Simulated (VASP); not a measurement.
Here is a VASP 6.6.1 calculation.

Contents of INCAR:

```
SYSTEM = PbSe
PREC = Accurate
ENCUT = 520
EDIFF = 1E-6
ISMEAR = 0
SIGMA = 0.01
LREAL = .FALSE.
LASPH = .TRUE.
NELM = 100
ALGO = Normal
ISIF = 2
LWAVE = .FALSE.
LCHARG = .FALSE.
GGA = PE
NBANDS = 17
```

The input KPOINTS:

```
regular mesh
0
G
  6 6 6
  0 0 0
```

File POSCAR:

```
PbSe
1.0
    0.0000000000      3.1401827287      3.1401827287
    3.1401827287      0.0000000000      3.1401827287
    3.1401827287      3.1401827287      0.0000000000
Pb Se
1 1
Direct
    0.0000000000      0.0000000000      0.0000000000
    0.5000000000      0.5000000000      0.5000000000
```

Potentials or basis: VASP PAW PBE potentials, release 64 (Pb_d, Se).

Launch:

```sh
$ cat potpaw_PBE.64/Pb_d/POTCAR potpaw_PBE.64/Se/POTCAR > POTCAR
$ mpirun -np 1 vasp_std > vasp.out
```

(1) Estimate the pressure.

(2) Predict the band gap on the k mesh.

Results:

(1) -1.4 GPa.

(2) 0.52 eV, direct.

Caveat: spin-orbit coupling is left out, which moves the levels of the heavy elements.

**What was measured.**

From a printed reference work, monograph, for a bulk crystal of PbSe at 300 K: band gap 0.28 eV (direct).

A measured gap of PbSe is 0.28 eV (direct; 300 K; a printed reference work, monograph); the calculated 0.52 eV misses it by +0.24 eV. 2 values of this kind are on record (0.15 to 0.28 eV); this one was drawn at random. Spin-orbit coupling on Pb, Se is left out. The value is that of PBE on a finite k mesh, which can miss the band edges, without temperature or zero-point motion.
